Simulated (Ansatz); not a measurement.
# In under compression and expansion

```xyz
2
Lattice="0.0000 3.3648 3.3648 3.3648 0.0000 3.3648 3.3648 3.3648 0.0000" Properties=species:S:1:pos:R:3 pbc="T T T"
In    0.0000    0.0000    0.0000
In    1.6824    1.6824    1.6824
```

Conventional cell: a = 6.730 Å, b = 6.730 Å, c = 6.730 Å, α = 90.00°, β = 90.00°, γ = 90.00°. Around In (atom 1) lie 4 In at 2.91 Å.

The structure comes from a relaxation in the same program, started in the diamond type, and has space group Fd-3m. Whether it is a known phase or the ground state wasn't checked.

No spin–orbit coupling, which matters for the heavy atoms here.

Levels of theory: DFT, PBE, all-electron LAPW, scalar-relativistic (Ansatz 0.2.0); DFT, PBE, PAW with Ansatz's default frozen-core files, scalar-relativistic (Ansatz 0.2.0).

For LAPW: a Γ-centred 9×9×9 k mesh, Fermi–Dirac smearing of 0.05 eV, basis error target 0.25 meV/atom, no spin polarisation. PAW takes a cutoff of 420 eV at this cell. The Ansatz runs share mesh, smearing and spin set-up. Plane-wave (PAW) pressures include the program's estimate of the Pulay term.

The cell above is scaled evenly, with fractional coordinates and shape held.

```
V/V(cell)  V (Å³/atom)  P, LAPW (GPa)  P, PAW (GPa)  free energy over the lowest listed, PAW (meV/atom)
   0.9405       35.828           1.60          1.60                                                10.5
   0.9700       36.952           0.73          0.72                                                 2.4
   1.0000       38.095          -0.02         -0.02                                                 0.0
   1.0300       39.238          -0.63         -0.64                                                 2.4
   1.0600       40.381          -1.14         -1.14                                                 8.8
```

What do Birch–Murnaghan fits to the pressures give?

LAPW: V0 = 38.07 Å³/atom, B0 = 23 GPa, B0′ = 5.3; PAW: V0 = 38.06 Å³/atom, B0 = 23 GPa, B0′ = 5.3.

PAW's V0 lies -0.02 % from the all-electron value and its B0 0.2 %. Symmetry fixes shape and coordinates here, so this is the relaxed modulus.
